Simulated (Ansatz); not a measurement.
**Relativity in HgTe**

```yaml
crystal:
  lattice:
    - [0.00000, 3.22350, 3.22350]
    - [3.22350, 0.00000, 3.22350]
    - [3.22350, 3.22350, 0.00000]
  atoms:
    - { symbol: Hg, position: [0.00000, 0.00000, 0.00000] }
    - { symbol: Te, position: [0.75000, 0.75000, 0.75000] }
```

Atoms are numbered in the order listed.

The cell is COD entry 1539232, as deposited and not checked against the literature; nothing was relaxed.

One fixed cell is solved with PBE by frozen-core PAW in Ansatz 0.2.0 under different relativistic treatments. Pressure is positive in compression.

The runs use a Γ-centred 9×9×9 k mesh, Fermi–Dirac smearing of 0.05 eV, cutoff 420 eV, no spin polarisation.

**Question.** Order the settings by the pressure that they give at this fixed cell, lowest first.
A. with spin–orbit coupling
B. scalar-relativistic

**Answer.** A (3.61 GPa), B (4.07 GPa).

```json
{"setting": "scalar-relativistic", "P (GPa)": "4.07", "lowest level at Γ above −25 eV, from the valence-band top or, without a gap, the Fermi level (eV)": "-12.10"}
{"setting": "with spin–orbit coupling", "P (GPa)": "3.61", "lowest level at Γ above −25 eV, from the valence-band top or, without a gap, the Fermi level (eV)": "-12.32"}
```
